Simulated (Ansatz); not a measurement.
Input for Ansatz (plane-wave DFT, PAW):

```yaml
crystal:
  lattice:
    - [0.0, 2.419815538, 2.419815538]
    - [2.419815538, 0.0, 2.419815538]
    - [2.419815538, 2.419815538, 0.0]
  atoms:
    - { symbol: Cd, position: [0.0, 0.0, 0.0] }
    - { symbol: O, position: [0.5, 0.5, 0.5] }
basis:
  ecutwfc: 420
kpoints:
  mp_grid: { grid: [16, 16, 16] }
hamiltonian:
  xc: pbe
scf:
  occupations: { method: gaussian, width: 0.1 }
output:
  forces: true
  stress: true
  eigenvalues: true
  populations: true
  write_density: true
  write_potential: true
  elf: true
  volumetric_format: npy
```

Run as
```bash
ansatz run input.yaml --threads 1 --pin off --max-ram 1331MiB --backend cpu --events-out ev --progress --plain --runs-dir out
```

The calculation used DFT PBE, scalar-relativistic, plane waves, PAW in Ansatz.

Abridged output (iterations and final results):

```
SCF iter   1: F=—  HF=-8821.419546 eV  |F-HF|=—  |Δ(HF+E_count)|=         —  Δρ=1.12e-3  dr2=2.23e-4  ethr=1.77e-3  ⟨swp⟩=4.9  Hψ=10770  notcnv=0
SCF iter   2: F=—  HF=-8821.419972 eV  |F-HF|=—  |Δ(HF+E_count)|=   4.26e-4  Δρ=3.89e-4  dr2=1.49e-5  ethr=8.56e-7  ⟨swp⟩=2.8  Hψ=5344  notcnv=0
SCF iter   3: F=—  HF=-8821.419998 eV  |F-HF|=—  |Δ(HF+E_count)|=   2.63e-5  Δρ=1.56e-4  dr2=2.34e-6  ethr=5.72e-8  ⟨swp⟩=2.0  Hψ=3676  notcnv=0
SCF iter   4: F=-8821.420009 eV  HF=-8821.420009 eV  |F-HF|=1.84e-7  |Δ(HF+E_count)|=   1.08e-5  Δρ=2.60e-5  dr2=6.78e-8  ethr=9.02e-9  ⟨swp⟩=2.0  Hψ=3772  notcnv=0
SCF iter   5: F=-8821.420009 eV  HF=-8821.420009 eV  |F-HF|=4.75e-9  |Δ(HF+E_count)|=   2.17e-7  Δρ=5.33e-6  dr2=6.68e-9  ethr=2.61e-10  ⟨swp⟩=2.0  Hψ=3772  notcnv=0
SCF iter   6: F=-8821.420009 eV  HF=-8821.420009 eV  |F-HF|=1.15e-10  |Δ(HF+E_count)|=  1.04e-10  Δρ=9.21e-7  dr2=2.16e-10  ethr=2.57e-11  ⟨swp⟩=4.1  Hψ=11149  notcnv=0
SCF 1 converged in 6 iterations: F = -8821.420009 eV  dr2 = 2.16e-10
SCF converged after 6 iterations
Free energy (F): -8821.420009 eV
Harris-Foulkes:  -8821.420009 eV  (|F-HF|=1.15e-10)
Internal energy: -8821.419338 eV  (E = F + TS)
E sigma→0 (E₀):  -8821.419674 eV
Entropy (-TS):   -0.000671 eV (-0.336 meV/atom)
Fermi energy:    11.089740 eV
--- Per-component energies (eV) ---
  E_band       = -391.757931
  E_kinetic    = 677.283487
  E_local      = -3194.435342  (includes V_loc(G=0)·N_el)
  E_nonlocal   = 83.578916
  E_hartree    = 1467.286579
  E_xc         = -249.384513
  E_vxc        = -314.271149  (∫ρ·V_xc dr)
  E_paw        = -4242.796807  (= ΣΔE_a)
  E_vpaw       = -578.489234  (= ΣTr[D̂ρ^β])
  E_aug_tail   = 0.002354  (compensation charges beyond the density's cutoff)
  E_ewald      = -3362.954012
  E_smearing   = -0.000671  (= −TS)
--- Forces (eV/Å), atoms counted from 1 ---
  atom   1  Cd     0.00000000     0.00000000     0.00000000
  atom   2  O      0.00000000     0.00000000     0.00000000
--- Stress (GPa, compression-positive) ---
       -5.067987       0.000000       0.000000
        0.000000      -5.067987       0.000000
        0.000000       0.000000      -5.067987
  P = ⅓ Tr σ = -5.0680 GPa (-50.680 kbar)
--- Band table (eV; the first three rows and the last of 145) ---
  k-point 0: bands = ["-89.3771", "-50.4629", "-50.4629", "-50.4629", "-5.7487", "4.4322", "4.4322", "4.4322", "4.6834", "4.6834", "9.9619", "9.9619", "9.9619", "10.4357", "25.4445", "27.4353", "27.4353"]
  k-point 1: bands = ["-89.3771", "-50.4633", "-50.4629", "-50.4629", "-5.7266", "4.4219", "4.4403", "4.4403", "4.6619", "4.6619", "9.4218", "10.0037", "10.0037", "11.0296", "24.9198", "26.7510", "26.9102"]
  k-point 2: bands = ["-89.3770", "-50.4645", "-50.4631", "-50.4631", "-5.6630", "4.3873", "4.4471", "4.4471", "4.6189", "4.6189", "8.7836", "10.1214", "10.1214", "11.8320", "23.6169", "26.0454", "26.0454"]
  k-point 144: bands = ["-89.3764", "-50.4700", "-50.4700", "-50.4672", "-5.1420", "4.3411", "4.3722", "4.3722", "4.9864", "5.1245", "8.4165", "8.4165", "9.3162", "16.4927", "19.5849", "19.5849", "21.1732"]
--- Löwdin populations: 2 sites ---
  site symbol q [e]
     0     Cd     18.6653
     1      O      7.1536
  spilling = 0.006967 (of n_electrons = 26.000000)
```

Self-consistency was reached.